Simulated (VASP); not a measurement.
## Mg: single point with BLYP

Mg:

```
Mg
1.0
    -1.80443    1.80443    1.80443
     1.80443   -1.80443    1.80443
     1.80443    1.80443   -1.80443
Mg
1
Direct
  0.00000 0.00000 0.00000
```

This isn't the form of Mg at room conditions, which is hcp.

| Item | Value |
| --- | --- |
| Program | VASP 6.6.1 |
| Task | single point |
| Functional | BLYP |
| Potentials or basis | VASP PAW PBE potentials, release 64 (Mg) |
| Cutoff | 520 eV |
| k mesh | 20 × 20 × 20 |
| Occupations | fermi-dirac, width 0.1 eV |
| Spin | no spin polarisation |

```
Pressure               : 0.0 GPa
Band gap on the k mesh : none (metal or under the smearing width)
```

Levels at points of the mesh, in eV from the Fermi level:
```
           k point  band 1  band 2  band 3  band 4  band 5
(0.00, 0.00, 0.00)   -6.86   12.75   12.75   12.75   14.48
(0.50, 0.00, 0.00)   -1.41   -0.99    8.54    8.98   10.03
(0.50, 0.50, 0.50)    3.72    3.72    3.72    4.10    4.10
```

Run time: 18 s on 1 thread of Intel(R) Xeon(R) Platinum 8559C (Emerald Rapids), with other jobs on the host, peak memory 0.16 GiB.

Caveat: the PAW data sets were made with another functional, which shifts forces and pressure a little.
